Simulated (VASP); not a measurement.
A run of VASP 6.6.1 is set up as follows.

File INCAR:

```
  ALGO = Normal
  EDIFF = 1E-6
  EDIFFG = -0.005
  ENCUT = 600
  IBRION = 2
  ISIF = 3
  ISMEAR = 0
  LASPH = T
  LCHARG = F
  LMIXTAU = T
  LREAL = F
  LWAVE = F
  METAGGA = RSCAN
  NELM = 60
  NSW = 40
  PREC = Accurate
  SIGMA = 0.05
```

File KPOINTS:

```
k-points
0
Gamma
  12 12 12
```

File POSCAR:

```
Sb
1.0
   -1.5765401831      1.5765401831      2.7119384313
    1.5765401831     -1.5765401831      2.7119384313
    1.5765401831      1.5765401831     -2.7119384313
Sb
1
Direct
    0.0000000000      0.0000000000      0.0000000000
```

Potentials or basis: VASP PAW PBE potentials, release 64 (Sb).

Launch:

```sh
$ cat potpaw_PBE.64/Sb/POTCAR > POTCAR
$ mpirun -np 1 vasp_std > vasp.out
```

**Question.** What does it give for the space group after relaxing (to 0.05 Å)?

**Answer.** I4/mmm (No. 139).

**Question.** What does it give for the relaxed cell?

**Answer.** a = 3.594 Å, b = 3.594 Å, c = 3.594 Å, α = 128.31°, β = 128.31°, γ = 76.12°.

**Question.** Predict the relaxed volume.

**Answer.** 27.78 Å³/atom.

Final structure:
```
Sb
1.0
    -1.56667    1.56667    2.82951
     1.56667   -1.56667    2.82951
     1.56667    1.56667   -2.82951
Sb
1
Direct
  0.00000 0.00000 0.00000
```

Caveat: the PAW data sets were made with another functional, which shifts forces and pressure a little. The run has no spin-orbit coupling, so splittings on Sb are missing.
